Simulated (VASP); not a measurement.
TaN: single point with r2SCAN+U

TaN:

```
CELL_PARAMETERS angstrom
0.00000 2.49114 2.49114
2.49114 0.00000 2.49114
2.49114 2.49114 0.00000
ATOMIC_POSITIONS crystal
Ta 0.00000 0.00000 0.00000
N 0.25000 0.25000 0.25000
```

The cell comes from a database or a generator and needn't be the stable form of this composition.

- Program: VASP 6.6.1
- Task: single point
- Functional: r2SCAN
- Potentials or basis: VASP PAW PBE potentials, release 64 (Ta_pv, N)
- Cutoff: 520 eV
- k mesh: 7 × 7 × 7
- Occupations: gaussian, width 0.05 eV
- Spin: collinear spin, ferromagnetic start
- Starting moments: [0.5, 0.0] μB
- Hubbard terms: Ta d U = 5 eV
- Further INCAR settings: ALGO = Normal; EDIFF = 1e-06

```yaml
Pressure: -21.1 GPa
Band_gap_on_the_k_mesh: none (metal or under the smearing width)
Net_moment: 0.00 μB per cell
Valence_electrons_inside_the_program's_atomic_spheres: Ta 8.47; N 3.74
```

Levels at points of the mesh, in eV from the Fermi level:
Spin up:
| k point | band 5 | band 6 | band 7 | band 8 | band 9 | band 10 | band 11 | band 12 |
| --- | --- | --- | --- | --- | --- | --- | --- | --- |
| (0.00, 0.00, 0.00) | -6.86 | -6.86 | -6.86 | -2.12 | 0.74 | 0.74 | 4.72 | 4.72 |
Spin down:
```tsv
k point	band 6	band 7	band 8	band 9	band 10	band 11
(0.00, 0.00, 0.00)	-6.86	-6.86	-2.12	0.74	0.74	4.72
```

Eigenvalues of the final occupation matrices:
```
    site  spin  trace               eigenvalues
site 1 d     1   1.00  0.13 0.13 0.24 0.24 0.24
site 1 d     2   1.00  0.13 0.13 0.25 0.25 0.25
```

Wall time 90 s on 1 thread of Intel(R) Xeon(R) Platinum 8375C CPU @ 2.90GHz (Ice Lake), on a shared host, peak memory 0.19 GiB.

Caveat: the PAW data sets were made with another functional, which shifts forces and pressure a little. Spin-orbit coupling is left out, which matters for the levels of Ta.
